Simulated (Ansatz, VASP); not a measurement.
One calculation of SnO, two programs

```
Sn O
1.0
     3.77648    0.00000    0.00000
     0.00000    3.77648    0.00000
     0.00000    0.00000    4.80354
Sn O
2 2
Direct
  0.00000 0.50000 0.23850
  0.50000 0.00000 0.76150
  0.00000 0.00000 0.00000
  0.50000 0.50000 0.00000
```

Change from the starting cell: volume scaled by 0.98, crystal datasets.

Alike in both runs: task electric field gradients; functional LDA; k mesh 6 × 6 × 5; occupations fermi-dirac, width 0.02 eV; no spin polarisation.

|  | VASP | Ansatz |
| --- | --- | --- |
| version | VASP 6.6.1 | Ansatz 0.2.0 |
| potentials or method | VASP PAW LDA potentials, release 64 (Sn_d, O), cutoff 520 eV | all-electron PAW with datasets made for the crystal, scalar-relativistic |

|  | VASP | Ansatz | Ansatz less VASP |
| --- | --- | --- | --- |
| pressure (GPa) | -0.6 | -0.9 | -0.35 |
| largest component of the traceless stress (GPa) | 0.16 | 0.18 | +0.021 |
| rms of the force components (eV/Å) | 0.060 | 0.012 | -0.0477 |
| Vzz of the field gradient on the site that differs most (V/Å²) | -167.5 | -172.6 | -5.01 |

Atom by atom the forces differ by 0.048 eV/Å (rms over components). Ansatz ran all-electron here, so the differences hold the error of VASP's frozen core and of both bases. Ansatz warned: «gradients_without_spin_orbit».
